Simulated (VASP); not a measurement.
# Ge (Fmmm) in VASP: settings compared, part 2 of 2

VASP 6.6.1. The steps go on from the part before.

### Step 4. Band structure, LDA

Contents of INCAR:

```
PREC = Accurate
ENCUT = 520
EDIFF = 1E-7
ISMEAR = -1
SIGMA = 0.05
LREAL = False
LASPH = True
NELM = 100
ALGO = Normal
ISIF = 2
LWAVE = False
LCHARG = False
```

Contents of KPOINTS:

```
regular mesh
0
Gamma
  5 5 5
```

Contents of POSCAR:

```
Ge
1.0
    0.0000000000      2.8857400000      5.1156650000
    2.6304970000      0.0000000000      5.1156650000
    2.6304970000      2.8857400000      0.0000000000
Ge
4
Direct
    0.7264900000      0.2735100000      0.7264900000
    0.2735100000      0.7264900000      0.2735100000
    0.2181330000      0.2181330000      0.7818670000
    0.7818670000      0.7818670000      0.2181330000
```

Contents of KPOINTS_OPT:

```
path GYCDXGZD1HC,C1Z,XH1,HY,LG
10
line-mode
reciprocal
 0.0000000000  0.0000000000  0.0000000000  G
 0.5000000000  0.0000000000  0.5000000000  Y

 0.5000000000  0.0000000000  0.5000000000  Y
 0.5000000000  0.1083705569  0.6083705569  C

 0.5000000000  0.1083705569  0.6083705569  C
 0.0286819066  0.5000000000  0.5286819066  D

 0.0286819066  0.5000000000  0.5286819066  D
 0.0000000000  0.5000000000  0.5000000000  X

 0.0000000000  0.5000000000  0.5000000000  X
 0.0000000000  0.0000000000  0.0000000000  G

 0.0000000000  0.0000000000  0.0000000000  G
 0.5000000000  0.5000000000  0.0000000000  Z

 0.5000000000  0.5000000000  0.0000000000  Z
 0.9713180934  0.5000000000  0.4713180934  D1

 0.9713180934  0.5000000000  0.4713180934  D1
 0.9098640972  0.4098640972  0.5000000000  H

 0.9098640972  0.4098640972  0.5000000000  H
 0.5000000000  0.1083705569  0.6083705569  C

 0.5000000000  0.8916294431  0.3916294431  C1
 0.5000000000  0.5000000000  0.0000000000  Z

 0.0000000000  0.5000000000  0.5000000000  X
 0.0901359028  0.5901359028  0.5000000000  H1

 0.9098640972  0.4098640972  0.5000000000  H
 0.5000000000  0.0000000000  0.5000000000  Y

 0.5000000000  0.5000000000  0.5000000000  L
 0.0000000000  0.0000000000  0.0000000000  G
```

Potentials or basis: VASP PAW LDA potentials, release 64 (Ge_d).

Started as:

```console
cat potpaw_LDA.64/Ge_d/POTCAR > POTCAR
mpirun -np 1 vasp_std > vasp.out
```

Wall time 6.5 min (1 thread of Intel Xeon Platinum 8559C (Emerald Rapids), shared host); peak memory 0.25 GiB.

Results (log left out):

```yaml
Free_energy: -19.8710 eV
Pressure: -5.3 GPa
Largest_force: 0.117 eV/Å
Band_gap_along_the_path: none (metal or under the smearing width)
```

Forces in eV/Å, atoms in the order of the input:
```
Ge   0.000 -0.030  0.000
Ge   0.000  0.030  0.000
Ge   0.000  0.000 -0.117
Ge   0.000  0.000  0.117
```

Stress tensor (GPa, compression positive):
```
-5.06  0.00  0.00
 0.00 -5.52  0.00
 0.00  0.00 -5.33
```

Levels at the corners of the path, in eV from the Fermi level:
| point | band 27 | band 28 | band 29 | band 30 | band 31 | band 32 |
| --- | --- | --- | --- | --- | --- | --- |
| Γ | -1.86 | -1.72 | -1.52 | 3.10 | 3.88 | 4.10 |
| Y | -3.06 | -2.54 | -1.10 | -0.70 | 3.60 | 4.75 |
| Y | -3.06 | -2.54 | -1.10 | -0.70 | 3.60 | 4.75 |
| C | -2.54 | -2.31 | -0.87 | -0.37 | 2.91 | 3.71 |
| C | -2.54 | -2.31 | -0.87 | -0.37 | 2.91 | 3.71 |
| D | -3.40 | -1.92 | -1.73 | 2.96 | 3.76 | 3.99 |
| D | -3.40 | -1.92 | -1.73 | 2.96 | 3.76 | 3.99 |
| X | -3.42 | -1.94 | -1.74 | 2.95 | 3.84 | 4.08 |
| X | -3.42 | -1.94 | -1.74 | 2.95 | 3.84 | 4.08 |
| Γ | -1.86 | -1.72 | -1.52 | 3.10 | 3.88 | 4.10 |
| Γ | -1.86 | -1.72 | -1.52 | 3.10 | 3.88 | 4.10 |
| Z | -0.13 | 0.55 | 1.12 | 1.21 | 2.08 | 2.80 |
| Z | -0.13 | 0.55 | 1.12 | 1.21 | 2.08 | 2.80 |
| D1 | -3.40 | -1.92 | -1.73 | 2.96 | 3.76 | 3.99 |
| D1 | -3.40 | -1.92 | -1.73 | 2.96 | 3.76 | 3.99 |
| H | -3.75 | -1.91 | -1.44 | 3.20 | 3.24 | 3.46 |
| H | -3.75 | -1.91 | -1.44 | 3.20 | 3.24 | 3.46 |
| C | -2.54 | -2.31 | -0.87 | -0.37 | 2.91 | 3.71 |
| C1 | -2.54 | -2.31 | -0.87 | -0.37 | 2.91 | 3.71 |
| Z | -0.13 | 0.55 | 1.12 | 1.21 | 2.08 | 2.80 |
| X | -3.42 | -1.94 | -1.74 | 2.95 | 3.84 | 4.08 |
| H1 | -3.75 | -1.91 | -1.44 | 3.20 | 3.24 | 3.46 |
| H | -3.75 | -1.91 | -1.44 | 3.20 | 3.24 | 3.46 |
| Y | -3.06 | -2.54 | -1.10 | -0.70 | 3.60 | 4.75 |
| L | -0.69 | 0.87 | 1.07 | 1.28 | 2.36 | 2.45 |
| Γ | -1.86 | -1.72 | -1.52 | 3.10 | 3.88 | 4.10 |

### Step 5. Band structure, PBE

INCAR, as its differences from that of step 4:

```diff
@@ -12 +12,2 @@
 LCHARG = False
+GGA = PE
```

KPOINTS is that of step 4.

POSCAR is that of step 4.

KPOINTS_OPT is that of step 4.

Potentials or basis: VASP PAW PBE potentials, release 64 (Ge_d).

Started as:

```console
cat potpaw_PBE.64/Ge_d/POTCAR > POTCAR
mpirun -np 1 vasp_std > vasp.out
```

Run time: 6.9 min. Hardware: 1 thread of Intel Xeon Platinum 8559C (Emerald Rapids), shared host; peak memory 0.27 GiB.

It converged, with:

```yaml
Free_energy: -17.0685 eV
Pressure: -0.2 GPa
Largest_force: 0.079 eV/Å
Band_gap_along_the_path: none (metal or under the smearing width)
```

Forces in eV/Å, atoms in the order of the input:
```
Ge   0.000 -0.039  0.000
Ge   0.000  0.039  0.000
Ge   0.000  0.000 -0.079
Ge   0.000  0.000  0.079
```

Stress tensor (GPa, compression positive):
```
 0.16  0.00  0.00
 0.00 -0.33  0.00
 0.00  0.00 -0.34
```

Levels at the corners of the path, in eV from the Fermi level:
```tsv
point	band 25	band 26	band 27	band 28	band 29	band 30	band 31	band 32	band 33
Γ	-2.80	-2.23	-1.87	-1.73	-1.53	3.04	3.80	4.15	6.32
Y	-4.48	-4.02	-3.07	-2.54	-1.12	-0.72	3.66	4.81	7.14
Y	-4.48	-4.02	-3.07	-2.54	-1.12	-0.72	3.66	4.81	7.14
C	-3.23	-2.65	-2.55	-2.31	-0.89	-0.39	2.95	3.76	7.70
C	-3.23	-2.65	-2.55	-2.31	-0.89	-0.39	2.95	3.76	7.82
D	-5.59	-5.03	-3.35	-1.93	-1.75	2.91	3.79	4.03	6.08
D	-5.59	-5.03	-3.35	-1.93	-1.75	2.91	3.79	4.03	6.11
X	-5.61	-5.13	-3.37	-1.95	-1.76	2.90	3.88	4.13	6.01
X	-5.61	-5.13	-3.37	-1.95	-1.76	2.90	3.88	4.13	6.16
Γ	-2.80	-2.23	-1.87	-1.73	-1.53	3.04	3.80	4.15	6.32
Γ	-2.80	-2.23	-1.87	-1.73	-1.53	3.04	3.80	4.15	6.32
Z	-2.04	-1.77	-0.13	0.60	1.13	1.27	2.09	2.82	5.06
Z	-2.04	-1.77	-0.13	0.60	1.13	1.27	2.09	2.82	5.06
D1	-5.59	-5.03	-3.35	-1.93	-1.75	2.91	3.79	4.03	6.14
D1	-5.59	-5.03	-3.35	-1.93	-1.75	2.91	3.79	4.03	6.07
H	-5.56	-4.99	-3.72	-1.93	-1.44	3.15	3.27	3.48	6.53
H	-5.56	-4.99	-3.72	-1.93	-1.44	3.15	3.27	3.48	6.50
C	-3.23	-2.65	-2.55	-2.31	-0.89	-0.39	2.95	3.76	7.70
C1	-3.23	-2.65	-2.55	-2.31	-0.89	-0.39	2.95	3.76	7.71
Z	-2.04	-1.77	-0.13	0.60	1.13	1.27	2.09	2.82	5.06
X	-5.61	-5.13	-3.37	-1.95	-1.76	2.90	3.88	4.13	6.02
H1	-5.56	-4.99	-3.72	-1.93	-1.44	3.15	3.27	3.48	6.50
H	-5.56	-4.99	-3.72	-1.93	-1.44	3.15	3.27	3.48	6.50
Y	-4.48	-4.02	-3.07	-2.54	-1.12	-0.72	3.66	4.81	7.14
L	-1.88	-1.52	-0.71	0.86	1.07	1.27	2.40	2.48	3.55
Γ	-2.80	-2.23	-1.87	-1.73	-1.53	3.04	3.80	4.15	6.32
```

### Step 6. Band structure, PBEsol

INCAR, as its differences from that of step 5:

```diff
@@ -12,2 +12,2 @@
 LCHARG = False
-GGA = PE
+GGA = PS
```

KPOINTS is that of step 5.

POSCAR is that of step 5.

KPOINTS_OPT is that of step 5.

Potentials or basis: VASP PAW PBE potentials, release 64 (Ge_d).

Started as:

```console
cat potpaw_PBE.64/Ge_d/POTCAR > POTCAR
mpirun -np 1 vasp_std > vasp.out
```

Run time: 6.7 min. Hardware: 1 thread of Intel Xeon Platinum 8559C (Emerald Rapids), shared host; peak memory 0.29 GiB.

It converged, with:

```yaml
Free_energy: -18.9421 eV
Pressure: -3.7 GPa
Largest_force: 0.089 eV/Å
Band_gap_along_the_path: none (metal or under the smearing width)
```

Forces in eV/Å, atoms in the order of the input:
```
Ge   0.000 -0.039  0.000
Ge   0.000  0.039  0.000
Ge   0.000  0.000 -0.089
Ge   0.000  0.000  0.089
```

Stress tensor (GPa, compression positive):
```
-3.49  0.00  0.00
 0.00 -3.87  0.00
 0.00  0.00 -3.82
```

Levels at the corners of the path, in eV from the Fermi level:
```
point  band 25  band 26  band 27  band 28  band 29  band 30  band 31  band 32  band 33
    Γ    -2.81    -2.23    -1.87    -1.73    -1.52     3.00     3.76     4.15     6.33
    Y    -4.49    -4.03    -3.07    -2.55    -1.13    -0.73     3.66     4.81     7.12
    Y    -4.49    -4.03    -3.07    -2.55    -1.13    -0.73     3.66     4.81     7.12
    C    -3.24    -2.65    -2.55    -2.31    -0.90    -0.40     2.95     3.75     7.70
    C    -3.24    -2.65    -2.55    -2.31    -0.90    -0.40     2.95     3.75     7.81
    D    -5.60    -5.04    -3.35    -1.93    -1.75     2.88     3.79     4.03     6.09
    D    -5.60    -5.04    -3.35    -1.93    -1.75     2.88     3.79     4.03     6.12
    X    -5.62    -5.14    -3.37    -1.95    -1.76     2.86     3.87     4.12     6.02
    X    -5.62    -5.14    -3.37    -1.95    -1.76     2.86     3.87     4.12     6.14
    Γ    -2.81    -2.23    -1.87    -1.73    -1.52     3.00     3.76     4.15     6.33
    Γ    -2.81    -2.23    -1.87    -1.73    -1.52     3.00     3.76     4.15     6.33
    Z    -2.03    -1.76    -0.12     0.61     1.12     1.27     2.10     2.82     5.04
    Z    -2.03    -1.76    -0.12     0.61     1.12     1.27     2.10     2.82     5.04
   D1    -5.60    -5.04    -3.35    -1.93    -1.75     2.88     3.79     4.03     6.14
   D1    -5.60    -5.04    -3.35    -1.93    -1.75     2.88     3.79     4.03     6.08
    H    -5.57    -5.00    -3.72    -1.93    -1.43     3.12     3.27     3.47     6.53
    H    -5.57    -5.00    -3.72    -1.93    -1.43     3.12     3.27     3.47     6.52
    C    -3.24    -2.65    -2.55    -2.31    -0.90    -0.40     2.95     3.75     7.70
   C1    -3.24    -2.65    -2.55    -2.31    -0.90    -0.40     2.95     3.75     7.70
    Z    -2.03    -1.76    -0.12     0.61     1.12     1.27     2.10     2.82     5.04
    X    -5.62    -5.14    -3.37    -1.95    -1.76     2.86     3.87     4.12     6.03
   H1    -5.57    -5.00    -3.72    -1.93    -1.43     3.12     3.27     3.47     6.50
    H    -5.57    -5.00    -3.72    -1.93    -1.43     3.12     3.27     3.47     6.50
    Y    -4.49    -4.03    -3.07    -2.55    -1.13    -0.73     3.66     4.81     7.12
    L    -1.88    -1.52    -0.71     0.87     1.07     1.25     2.38     2.47     3.55
    Γ    -2.81    -2.23    -1.87    -1.73    -1.52     3.00     3.76     4.15     6.33
```

Caveat: the PAW data sets were made with another functional, which shifts forces and pressure a little.

### Step 7. Overview

| level | potentials or basis | pressure (GPa) | largest force (eV/Å) |
| --- | --- | --- | --- |
| r2SCAN | VASP PAW PBE potentials, release 64 (Ge_d) | -2.7 | 0.21 |
| SCAN | VASP PAW PBE potentials, release 64 (Ge_d) | -3.4 | 0.05 |
| LDA | VASP PAW LDA potentials, release 64 (Ge_d) | -5.3 | 0.12 |
| PBE | VASP PAW PBE potentials, release 64 (Ge_d) | -0.2 | 0.08 |
| PBEsol | VASP PAW PBE potentials, release 64 (Ge_d) | -3.7 | 0.09 |

Alike in all rows: task band structure; no spin polarisation; cell as given; k mesh 5 × 5 × 5; cutoff (eV) 520; smearing fermi-dirac 0.05 eV.

Caveats: the PAW data sets were made with another functional, which shifts forces and pressure a little (some runs).

Total energies depend on the potentials used, so only differences within one code and one set of settings carry meaning.
